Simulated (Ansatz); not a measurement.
**All-electron equations of state of elemental crystals**

All-electron LAPW (Ansatz 0.2.0), scalar-relativistic, no spin, Fermi–Dirac smearing 0.136 eV, k-meshes of 8 to 18 points an axis; Birch–Murnaghan fits to pressures. Some or most of these lattices are hypothetical for the element, and V0 is the minimum nearest the starting volume; lattices without a usable fit are left out; mesh and smearing are coarse, and magnetic elements are treated as non-magnetic.

```json
{"element": "P", "lattice": "bcc", "functional": "LDA", "V0 (Å³/atom)": "13.57", "B0 (GPa)": "109", "B′": "3.7", "k-points per axis": "15"}
{"element": "P", "lattice": "bcc", "functional": "PBE", "V0 (Å³/atom)": "14.22", "B0 (GPa)": "96", "B′": "3.7", "k-points per axis": "15"}
{"element": "P", "lattice": "bcc", "functional": "PBEsol", "V0 (Å³/atom)": "13.66", "B0 (GPa)": "108", "B′": "3.8", "k-points per axis": "15"}
{"element": "P", "lattice": "diamond", "functional": "PBE", "V0 (Å³/atom)": "20.84", "B0 (GPa)": "42", "B′": "1.7", "k-points per axis": "8"}
{"element": "P", "lattice": "diamond", "functional": "PBEsol", "V0 (Å³/atom)": "19.47", "B0 (GPa)": "48", "B′": "2.7", "k-points per axis": "9"}
{"element": "P", "lattice": "fcc", "functional": "LDA", "V0 (Å³/atom)": "13.93", "B0 (GPa)": "104", "B′": "3.7", "k-points per axis": "15"}
{"element": "P", "lattice": "fcc", "functional": "PBE", "V0 (Å³/atom)": "14.58", "B0 (GPa)": "89", "B′": "3.8", "k-points per axis": "14"}
{"element": "P", "lattice": "fcc", "functional": "PBEsol", "V0 (Å³/atom)": "14.01", "B0 (GPa)": "103", "B′": "3.8", "k-points per axis": "15"}
{"element": "P", "lattice": "sc", "functional": "PBE", "V0 (Å³/atom)": "14.66", "B0 (GPa)": "113", "B′": "5.4", "k-points per axis": "13"}
{"element": "P", "lattice": "sc", "functional": "PBEsol", "V0 (Å³/atom)": "14.23", "B0 (GPa)": "126", "B′": "3.6", "k-points per axis": "13"}
```

Give V0 and B0 for sc P in LDA.

14.09 Å³/atom and 120.8 GPa.

Give V0 and B0 for diamond P in LDA.

19.09 Å³/atom and 49.1 GPa.
